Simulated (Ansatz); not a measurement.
## Nudged elastic band run: Be16H

Input file:

```yaml
crystal:
  lattice:
    - [-2.29, -3.966396, 0.0]
    - [3.435, -1.983198, 0.0]
    - [0.0, 0.0, 7.17686]
  atoms:
    - { symbol: Be, position: [0.7503329, 0.50008455, -0.00482049] }
    - { symbol: Be, position: [0.47848908, 0.31923878, 0.25061712] }
    - { symbol: Be, position: [0.7502331, 0.50078666, 0.50501389] }
    - { symbol: Be, position: [0.49970169, 0.33306298, 0.7516063] }
    - { symbol: Be, position: [0.50016747, -0.00074366, 0.00259874] }
    - { symbol: Be, position: [0.25026574, 0.82127381, 0.25323818] }
    - { symbol: Be, position: [0.4986561, -0.000384, 0.50370695] }
    - { symbol: Be, position: [0.25026004, 0.83224712, 0.75311331] }
    - { symbol: Be, position: [0.250293, 0.49888242, 0.0009138] }
    - { symbol: Be, position: [0.02197924, 0.3191959, 0.2506418] }
    - { symbol: Be, position: [0.25022742, 0.49877659, 0.50419718] }
    - { symbol: Be, position: [0.00081605, 0.3331163, 0.75158419] }
    - { symbol: Be, position: [0.00050536, -0.00069232, 0.00260482] }
    - { symbol: Be, position: [0.7503104, 0.86640709, 0.25160236] }
    - { symbol: Be, position: [0.00182373, -0.00037703, 0.50371425] }
    - { symbol: Be, position: [0.75027463, 0.83588142, 0.7523112] }
    - { symbol: H, position: [0.75020404, 0.50199132, 0.27906259] }
basis:
  ecutwfc: 420.0
kpoints:
  mp_grid: { grid: [4, 4, 3] }
hamiltonian:
  xc: pbe
scf:
  occupations: { method: fermi_dirac, width: 0.15 }
  lower_state_search: "off"
neb:
  images: 3
  f_tol: 0.05
  initial_path: idpp
  max_iterations: 80
  spring: 2.0
  final_atoms:
    - { symbol: Be, position: [0.75131312, 0.4997153, -0.00143647] }
    - { symbol: Be, position: [0.50078237, 0.33225518, 0.24527061] }
    - { symbol: Be, position: [0.77273697, 0.51366706, 0.49958426] }
    - { symbol: Be, position: [0.50093147, 0.3327598, 0.75493143] }
    - { symbol: Be, position: [0.50082632, -0.00300183, -0.00210753] }
    - { symbol: Be, position: [0.24922241, 0.83326769, 0.24656262] }
    - { symbol: Be, position: [0.50084929, -0.03372142, 0.49868765] }
    - { symbol: Be, position: [0.25084795, 0.83352281, 0.7477488] }
    - { symbol: Be, position: [0.25026903, 0.49983812, -0.0014533] }
    - { symbol: Be, position: [0.00076315, 0.33417634, 0.24602476] }
    - { symbol: Be, position: [0.22881745, 0.51359721, 0.49959251] }
    - { symbol: Be, position: [0.00087018, 0.33385637, 0.74934385] }
    - { symbol: Be, position: [0.00080644, 0.00078402, -0.00285597] }
    - { symbol: Be, position: [0.75238184, 0.83332312, 0.24655903] }
    - { symbol: Be, position: [0.00082045, 0.01160235, 0.4971202] }
    - { symbol: Be, position: [0.75104201, 0.83347272, 0.74774035] }
    - { symbol: H, position: [0.50078522, 0.33080574, 0.47181504] }
  order_check: true
```

Run as:

```bash
$ ansatz run input.yaml --threads 1 --pin off --max-ram 3072MiB --backend cpu --events-out ev --progress --plain --runs-dir out
```

Output, in part (warnings, iteration lines):

```
NEB end point (image 0): max|allowed force component| = 8.732e-3 eV/Å (the criterion of neb.relax_end_points is 1.000e-2)
NEB end point (image 4): max|allowed force component| = 1.177e-2 eV/Å (the criterion of neb.relax_end_points is 1.000e-2)
NEB iter   1: max|band force component| = 7.684e-1 eV/Å  barrier→ = 0.8113 eV  barrier← = 0.8112 eV  Δτ_max = 0.0500 Å  (30 SCF iters)
NEB iter   2: max|band force component| = 4.082e-1 eV/Å  barrier→ = 0.6916 eV  barrier← = 0.6915 eV  CI = image 2  Δτ_max = 0.1957 Å  (15 SCF iters)
NEB iter   3: max|band force component| = 6.489e-1 eV/Å  barrier→ = 0.5449 eV  barrier← = 0.5449 eV  CI = image 2  Δτ_max = 0.0991 Å  (16 SCF iters)
NEB iter   4: max|band force component| = 6.895e-1 eV/Å  barrier→ = 0.4722 eV  barrier← = 0.4722 eV  CI = image 2  Δτ_max = 0.1948 Å  (15 SCF iters)
NEB iter   5: max|band force component| = 5.577e-1 eV/Å  barrier→ = 0.3315 eV  barrier← = 0.3315 eV  CI = image 1  Δτ_max = 0.1920 Å  (15 SCF iters)
NEB iter   6: max|band force component| = 3.988e-1 eV/Å  barrier→ = 0.3667 eV  barrier← = 0.3666 eV  CI = image 1  Δτ_max = 0.0909 Å  (15 SCF iters)
NEB iter   7: max|band force component| = 2.052e-1 eV/Å  barrier→ = 0.3635 eV  barrier← = 0.3634 eV  CI = image 1  Δτ_max = 0.0426 Å  (15 SCF iters)
NEB iter   8: max|band force component| = 7.797e-2 eV/Å  barrier→ = 0.3599 eV  barrier← = 0.3598 eV  CI = image 1  Δτ_max = 0.0436 Å  (15 SCF iters)
NEB iter   9: max|band force component| = 4.142e-2 eV/Å  barrier→ = 0.3596 eV  barrier← = 0.3596 eV  CI = image 1  CI's point: of a kind that is not told: the force calls were inconclusive, a negative curvature could not be distinguished from the path's own, the only one lies far off the path, or fixed occupations may fill a level only in part  Δτ_max = 0.0000 Å  (195 SCF iters)
```

The run converged. The profile has 2 maxima (images 1, 3) with wells between them (image 2): this band takes more than one step, which may be the mechanism or a detour left from its start path. By the program's own check the climbing image is of a kind that is not told: the force calls were inconclusive, a negative curvature could not be distinguished from the path's own, the only one lies far off the path, or fixed occupations may fill a level only in part (lowest curvatures found: -2.28 and 2.86 eV/Å²). Limits of this set-up: coarse k mesh, odd electron count without spin.

Final band (atoms are numbered from 1 in the order of the input):

| image | path coordinate (Å) | energy (eV) | Be10–H17 (Å) | Be14–H17 (Å) | Be7–H17 (Å) |
| --- | --- | --- | --- | --- | --- |
| 0 | 0.00 | 0.00 | 1.45 | 1.46 | 2.80 |
| 1 | 0.77 | 0.36 | 1.41 | 2.06 | 2.19 |
| 2 | 1.51 | 0.17 | 1.67 | 1.63 | 1.63 |
| 3 | 2.25 | 0.34 | 2.21 | 2.18 | 1.42 |
| 4 | 2.99 | 0.00 | 2.81 | 2.80 | 1.46 |

Run time: 5.5 min on 1 thread of AMD EPYC 7R13 Processor (Zen 3), on a shared host, peak memory 0.61 GiB.
